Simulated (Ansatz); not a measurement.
AlNi:

```xyz
2
Lattice="2.8810 0.0000 0.0000 0.0000 2.8810 0.0000 0.0000 0.0000 2.8810" Properties=species:S:1:pos:R:3 pbc="T T T"
Ni    1.4405    1.4405    1.4405
Al    0.0000    0.0000    0.0000
```

| Property | Result |
| --- | --- |
| Program | Ansatz 0.2.0 |
| Task | relaxation of cell and atoms |
| Functional | PBEsol |
| Dispersion | D4 |
| Potentials or basis | all-electron LAPW, scalar-relativistic |
| Basis error allowed | 0.001 eV/atom |
| k mesh | 9 × 9 × 9 |
| Occupations | fermi-dirac, width 0.05 eV |
| Spin | collinear spin, ferromagnetic start |
| Starting moments | [1.0, 0.0] μB |

At the start: volume 11.96 Å³/atom.

**Question.** Where does the relaxation end?

**Answer.** Over 5 steps the energy falls by 9.5 meV/atom and the volume is 11.50 Å³/atom (-3.8 %); space group Pm-3m (No. 221, to 0.05 Å); moment 0.00 μB per cell.

Step by step:
| step | energy change (eV) | largest force (eV/Å) | volume (Å³) |
| --- | --- | --- | --- |
| 1 | 0.0000 | 0.0000 | 23.91 |
| 2 | -0.0161 | 0.0000 | 23.35 |
| 3 | -0.0190 | 0.0000 | 22.98 |
| 4 | -0.0190 | 0.0000 | 23.00 |
| 5 | -0.0190 | 0.0000 | 23.00 |

Final structure:
```cif
data_structure
_symmetry_space_group_name_H-M 'P 1'
_symmetry_Int_Tables_number 1
_cell_length_a 2.8440
_cell_length_b 2.8440
_cell_length_c 2.8440
_cell_angle_alpha 90.000
_cell_angle_beta 90.000
_cell_angle_gamma 90.000
_cell_volume 23.00
loop_
_atom_site_label
_atom_site_type_symbol
_atom_site_fract_x
_atom_site_fract_y
_atom_site_fract_z
_atom_site_occupancy
Ni1 Ni 0.50000 0.50000 0.50000 1
Al1 Al 0.00000 0.00000 0.00000 1
```

Caveat: the starting moments weren't kept.
